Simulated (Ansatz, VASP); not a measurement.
WS2 (Tungstenite) in VASP and in Ansatz

```
S W
1.0
     3.13411    0.00000    0.00000
    -1.56705    2.71422    0.00000
     0.00000    0.00000   32.29964
S W
2 1
Direct
  0.33333 0.66667 0.45092
  0.33333 0.66667 0.54908
  0.66667 0.33333 0.50000
```

Change from the starting cell: equal strain along x and y -0.008, atoms relaxed.

Alike in both runs: functional PBE; dispersion D3(BJ); k mesh 12 × 12 × 1; occupations gaussian, width 0.02 eV; no spin polarisation.

Ansatz relaxed the structure, and its values are those at the end. VASP's run is a single point on that final structure, the one shown.

```csv
,VASP,Ansatz
version,VASP 6.6.1,Ansatz 0.2.0
potentials or method,"VASP PAW PBE potentials, release 64 (S, W_sv)","scalar-relativistic, plane waves, PAW"
plane-wave cutoff (eV),520,420
valence electrons in the cell,26,26
```

|  | VASP | Ansatz | Ansatz less VASP |
| --- | --- | --- | --- |
| gap on the k mesh at the Fermi level (eV) | 1.95 | 1.95 | +0.002 |
| least direct gap on the mesh (eV) | 2.04 | 2.04 | -0.004 |

Ansatz warned: «stress_scf_threshold_loose».

Caveats: spin-orbit coupling is left out, which moves the levels of the heavy elements.
